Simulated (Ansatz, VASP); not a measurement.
## One calculation of GaP, two programs

File INCAR:

```
SYSTEM = GaP
PREC = Accurate
ENCUT = 600
EDIFF = 1E-7
ISMEAR = -1
SIGMA = 0.05
LREAL = .False.
LASPH = .True.
NELM = 100
ALGO = Fast
ISIF = 3
LWAVE = .False.
LCHARG = .False.
GGA = PE
IVDW = 13
IBRION = 2
NSW = 40
EDIFFG = -0.005
```

KPOINTS

```
regular mesh
0
Gamma
  8 8 8
  0 0 0
```

POSCAR

```
GaP
1.0
    0.0000000000      2.7252500000      2.7252500000
    2.7252500000      0.0000000000      2.7252500000
    2.7252500000      2.7252500000      0.0000000000
Ga P
1 1
Direct
    0.0000000000      0.0000000000      0.0000000000
    0.7500000000      0.7500000000      0.7500000000
```

The input input.yaml:

```yaml
crystal:
  lattice:
    - [0.0, 2.72525, 2.72525]
    - [2.72525, 0.0, 2.72525]
    - [2.72525, 2.72525, 0.0]
  atoms:
    - { symbol: Ga, position: [0.0, 0.0, 0.0] }
    - { symbol: P, position: [0.75, 0.75, 0.75] }
hamiltonian:
  xc: pbe
  pseudopotentials: { kind: paw }
  dispersion: d4
kpoints:
  mp_grid: { grid: [8, 8, 8] }
scf:
  occupations: { method: fermi_dirac, width: 0.05 }
output:
  forces: true
  stress: true
relax:
  f_tol: 0.01
  max_steps: 40
  cell: { stress_tol: 0.05 }
```

Alike in both runs: task relaxation of cell and atoms; functional PBE; dispersion D4; k mesh 8 × 8 × 8; occupations fermi-dirac, width 0.05 eV; no spin polarisation.

```csv
,VASP,Ansatz
version,VASP 6.6.1,Ansatz 0.2.0
potentials or method,"VASP PAW PBE potentials, release 64 (Ga_d, P)",Ansatz PAW
plane-wave cutoff (eV),600,420
valence electrons in the cell,18,18
```

VASP gave:

- relaxed volume (Å³/atom): 20.03
- relaxed cell length with the largest relative difference (Å): 3.841

Which values does Ansatz return?

Relaxed volume (Å³/atom): 20.05; relaxed cell length with the largest relative difference (Å): 3.842.

Caveats: the plane-wave basis is chosen anew once the cell has moved, so the energies of steps on either side of that aren't comparable (Ansatz). A k mesh can miss the band edges.
